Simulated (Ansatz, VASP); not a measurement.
Pd in VASP and in Ansatz

Contents of INCAR:

```
SYSTEM = Pd
ALGO = Normal ; EDIFF = 1E-7
EDIFFG = -0.005 ; ENCUT = 600
GGA = PE ; IBRION = 2
ISIF = 3 ; ISMEAR = 0
LASPH = .True. ; LCHARG = .False.
LREAL = .False. ; LWAVE = .False.
NELM = 60 ; NSW = 100
PREC = Accurate ; SIGMA = 0.1
```

Contents of KPOINTS:

```
k-points
0
Gamma
  18 18 18
  0 0 0
```

The input POSCAR:

```
Pd
1.0
    0.0000000000      1.9586507900      1.9586507900
    1.9586507900      0.0000000000      1.9586507900
    1.9586507900      1.9586507900      0.0000000000
Pd
1
Direct
    0.0000000000      0.0000000000      0.0000000000
```

Input for Ansatz:

```yaml
crystal:
  lattice:
    - [0.0, 1.95865079, 1.95865079]
    - [1.95865079, 0.0, 1.95865079]
    - [1.95865079, 1.95865079, 0.0]
  atoms:
    - { symbol: Pd, position: [0.0, 0.0, 0.0] }
basis:
  ecutwfc: 420
kpoints:
  mp_grid: { grid: [18, 18, 18] }
hamiltonian:
  xc: pbe
scf:
  occupations: { method: gaussian, width: 0.1 }
output:
  forces: true
  stress: true
  eigenvalues: true
relax:
  adjacent_minimum: "off"
  f_tol: 0.005
  max_steps: 80
  cell: { stress_tol: 0.05 }
```

Alike in both runs: task relaxation of cell and atoms; functional PBE; k mesh 18 × 18 × 18; occupations gaussian, width 0.1 eV; no spin polarisation.

|  | VASP | Ansatz |
| --- | --- | --- |
| version | VASP 6.6.1 | Ansatz 0.2.0 |
| potentials or method | VASP PAW PBE potentials, release 64 (Pd) | scalar-relativistic, plane waves, PAW |
| plane-wave cutoff (eV) | 600 | 420 |
| valence electrons in the cell | 10 | 18 |

|  | VASP | Ansatz | Ansatz less VASP |
| --- | --- | --- | --- |
| gap on the k mesh at the Fermi level, each at its own relaxed structure (eV) | none | none | - |
| relaxed volume (Å³/atom) | 15.29 | 15.32 | +0.032 |
| relaxed cell length with the largest relative difference (Å) | 2.786 | 2.788 | +0.0019 |
| energy change over the relaxation (meV/atom) | -2 | -3 | -0.6 |

A gap of «none» marks a metal or a gap that the smearing closes. The two sets of potentials don't hold the same shells in valence.
